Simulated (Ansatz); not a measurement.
Input deck for Ansatz 0.2.0, then the block of the output on the nuclei.

The cell is a Materials Project structure (computed, not necessarily an observed phase), atoms as given.

```yaml
crystal:
  lattice:
    - [3.808469329, 0.0, 0.0]
    - [-1.9042346645, 3.2982311884, 0.0]
    - [0.0, 0.0, 31.13634549]
  atoms:
    - { symbol: Zn, position: [0.0, 0.0, 0.59998367] }
    - { symbol: Zn, position: [0.6666666667, 0.3333333333, 0.20007803] }
    - { symbol: Zn, position: [0.6666666667, 0.3333333333, 0.80001493] }
    - { symbol: Zn, position: [0.3333333333, 0.6666666667, 0.69993051] }
    - { symbol: Zn, position: [0.0, 0.0, 0.30002277] }
    - { symbol: Zn, position: [0.0, 0.0, 1.36e-05] }
    - { symbol: Zn, position: [0.3333333333, 0.6666666667, 0.90004807] }
    - { symbol: Zn, position: [0.6666666667, 0.3333333333, 0.50004022] }
    - { symbol: Zn, position: [0.3333333333, 0.6666666667, 0.10008934] }
    - { symbol: Zn, position: [0.3333333333, 0.6666666667, 0.40000626] }
    - { symbol: S, position: [0.0, 0.0, 0.07506644] }
    - { symbol: S, position: [0.0, 0.0, 0.67493161] }
    - { symbol: S, position: [0.3333333333, 0.6666666667, 0.97490924] }
    - { symbol: S, position: [0.3333333333, 0.6666666667, 0.47497721] }
    - { symbol: S, position: [0.6666666667, 0.3333333333, 0.57497152] }
    - { symbol: S, position: [0.3333333333, 0.6666666667, 0.77485683] }
    - { symbol: S, position: [0.6666666667, 0.3333333333, 0.27501081] }
    - { symbol: S, position: [0.3333333333, 0.6666666667, 0.1750283] }
    - { symbol: S, position: [0.0, 0.0, 0.37498203] }
    - { symbol: S, position: [0.6666666667, 0.3333333333, 0.87503758] }
kpoints:
  mp_grid: { grid: [8, 8, 1] }
scf:
  occupations: { method: fermi_dirac, width: 0.02 }
hamiltonian:
  xc: r2scan
  pseudopotentials: { kind: paw }
output:
  forces: true
  stress: true
  populations: true
  efg:
    quadrupole_moments_barn: { Zn: 0.122, S: -0.0694 }
    contact_densities: true
  write_density: true
  write_potential: true
  elf: true
  volumetric_format: npy
```

```sh
ansatz run input.yaml --threads 1 --pin off --max-ram 2560MiB --backend cpu --events-out ev --progress --plain --runs-dir out
```

Of the output, the block on the nuclei alone is shown; the set-up, the SCF iterations, energies, forces and stress are cut. One atom of each set with nearly equal values is shown.

```
--- PAW observables at the nuclei: V_zz in 10²¹ V/m², potentials from the cell's mean, atoms counted from 1 ---
  atom   1  Zn V_zz =    +0.018778   η = 0.0000   by run symmetry: allowed   C_q = +0.0554 MHz
            electrostatic potential = -3942.411485 V   contact ρ = 166448.194110 e/Å³
  atom   2  Zn V_zz =    +0.006794   η = 0.0000   by run symmetry: allowed   C_q = +0.0200 MHz
            electrostatic potential = -3942.422920 V   contact ρ = 166448.189106 e/Å³
  atom   3  Zn V_zz =    -0.087815   η = 0.0000   by run symmetry: allowed   C_q = -0.2590 MHz
            electrostatic potential = -3942.410563 V   contact ρ = 166448.090211 e/Å³
  atom   4  Zn V_zz =    +0.031495   η = 0.0000   by run symmetry: allowed   C_q = +0.0929 MHz
            electrostatic potential = -3942.409935 V   contact ρ = 166448.180675 e/Å³
  atom   5  Zn V_zz =    +0.025531   η = 0.0000   by run symmetry: allowed   C_q = +0.0753 MHz
            electrostatic potential = -3942.417955 V   contact ρ = 166448.191220 e/Å³
  atom   6  Zn V_zz =    -0.063532   η = 0.0000   by run symmetry: allowed   C_q = -0.1874 MHz
            electrostatic potential = -3942.412792 V   contact ρ = 166448.094616 e/Å³
  atom   7  Zn V_zz =    +0.044961   η = 0.0000   by run symmetry: allowed   C_q = +0.1326 MHz
            electrostatic potential = -3942.421735 V   contact ρ = 166448.044690 e/Å³
  atom   8  Zn V_zz =    +0.002897   η = 0.0000   by run symmetry: allowed   C_q = +0.0085 MHz
            electrostatic potential = -3942.417058 V   contact ρ = 166448.186702 e/Å³
  atom   9  Zn V_zz =    +0.064453   η = 0.0000   by run symmetry: allowed   C_q = +0.1901 MHz
            electrostatic potential = -3942.430968 V   contact ρ = 166448.040424 e/Å³
  atom  11  S  V_zz =    +0.209762   η = 0.0000   by run symmetry: allowed   C_q = -0.3520 MHz
            electrostatic potential = -1632.683360 V   contact ρ = 19734.934983 e/Å³
  atom  12  S  V_zz =    +0.026001   η = 0.0000   by run symmetry: allowed   C_q = -0.0436 MHz
            electrostatic potential = -1632.657447 V   contact ρ = 19734.943043 e/Å³
  atom  13  S  V_zz =    +0.078738   η = 0.0000   by run symmetry: allowed   C_q = -0.1321 MHz
            electrostatic potential = -1632.659681 V   contact ρ = 19734.916044 e/Å³
  atom  14  S  V_zz =    +0.046242   η = 0.0000   by run symmetry: allowed   C_q = -0.0776 MHz
            electrostatic potential = -1632.665041 V   contact ρ = 19734.952146 e/Å³
  atom  16  S  V_zz =    +0.092781   η = 0.0000   by run symmetry: allowed   C_q = -0.1557 MHz
            electrostatic potential = -1632.659413 V   contact ρ = 19734.930228 e/Å³
  atom  17  S  V_zz =    +0.028400   η = 0.0000   by run symmetry: allowed   C_q = -0.0477 MHz
            electrostatic potential = -1632.665018 V   contact ρ = 19734.943871 e/Å³
  atom  19  S  V_zz =    +0.033809   η = 0.0000   by run symmetry: allowed   C_q = -0.0567 MHz
            electrostatic potential = -1632.664918 V   contact ρ = 19734.947921 e/Å³
  atom  20  S  V_zz =    +0.202591   η = 0.0000   by run symmetry: allowed   C_q = -0.3400 MHz
            electrostatic potential = -1632.675586 V   contact ρ = 19734.929589 e/Å³
```

The run took 2.4 min of wall time (2.4 min of CPU time) and 1.5 GiB at its peak, on 1 thread of Arm Neoverse V2 (aarch64; 8 cores open to the job, memory cap 2.5 GiB, no GPU), a shared host with a load of 0.6 a core.

With these PAW files V_zz is typically within 2 to 3 % of all-electron values, but misses above 10 % occur on Zn.
